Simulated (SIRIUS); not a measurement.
**Zn in SIRIUS: convergence with radial points in a sphere**

Zn:

```
Zn
1.0
    -1.56904    1.56904    1.56904
     1.56904   -1.56904    1.56904
     1.56904    1.56904   -1.56904
Zn
1
Direct
  0.00000 0.00000 0.00000
```

This isn't the form of Zn at room conditions, which is hcp.

| Item | Value |
| --- | --- |
| Program | SIRIUS 7.12.0 |
| Task | convergence study |
| Functional | LDA |
| Potentials or basis | all-electron FP-LAPW |
| Cutoff | 167 eV |
| Basis | apw+lo standard |
| k mesh | 12 × 12 × 12 |
| Occupations | fermi-dirac, width 0.05 eV |
| Spin | no spin polarisation |

These are the settings of the first run; the series varies radial points in a sphere, with any setting tied to it.

Hardware: 1 thread of Arm Neoverse V2 (shared host).

Question: The values tried are 200, 300, 450, 700, 1000, 1500, loosest first. From which on does the energy stay within 1 meV/atom of the tightest run that finished?

Answer: From 450 on.

```tsv
radial points in a sphere	energy less the tightest run, at zero smearing (meV/atom)	SCF cycles	CPU time (s)	peak memory (GiB)
200	-12.73	6	12	0.2
300	-3.30	6	12	0.22
450	-0.73	6	13	0.24
700	-0.13	6	15	0.28
1000	-0.03	6	16	0.32
1500	0.00	6	19	0.39
```

The tightest run that finished is the yardstick and may itself not be fully converged.
